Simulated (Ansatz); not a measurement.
In, 8 atoms in the cell. The cell holds a slab with vacuum, 8 atoms: a = 3.364 Å, b = 3.364 Å, c = 33.899 Å, α = 90.00°, β = 90.00°, γ = 120.00°. The slab is cut from a database's or a generator's crystal, which needn't be the stable form of the element. The cell isn't the ideal one: the (0 0 1) slab of In, cut from the database cell, not relaxed.

| Item | Value |
| --- | --- |
| Program | Ansatz 0.2.0 |
| Task | band structure |
| Functional | PBE |
| Potentials or basis | Ansatz PAW earlier set |
| Cutoff | 710 eV (not typed: the program's choice for these potentials) |
| k mesh | 9 × 9 × 1 |
| Occupations | fermi-dirac, width 0.05 eV |
| Spin | no spin polarisation |
| Boundary along the surface normal | dipole_correction |
| Path | [["G", "M", "K", "G"]] |
| Points for each segment of the path | 10 |
| Miller | [0, 0, 1] |
| Bulk formula | In |

Potentials or basis: Ansatz PAW earlier set.

The run is started by

```console
$ ansatz run input.yaml --threads 4 --pin off --max-ram 11264MiB --backend cpu --events-out ev --progress --plain --runs-dir out
```

Hardware: 4 threads of Arm Neoverse V2 (shared host).

Q: Estimate the wall time of this run.

A: Wall time 68 s on 4 threads of Arm Neoverse V2 (shared host), peak memory 2.7 GiB. Counts: scf iterations 9, plane waves 14373, k points 12, bands 104.
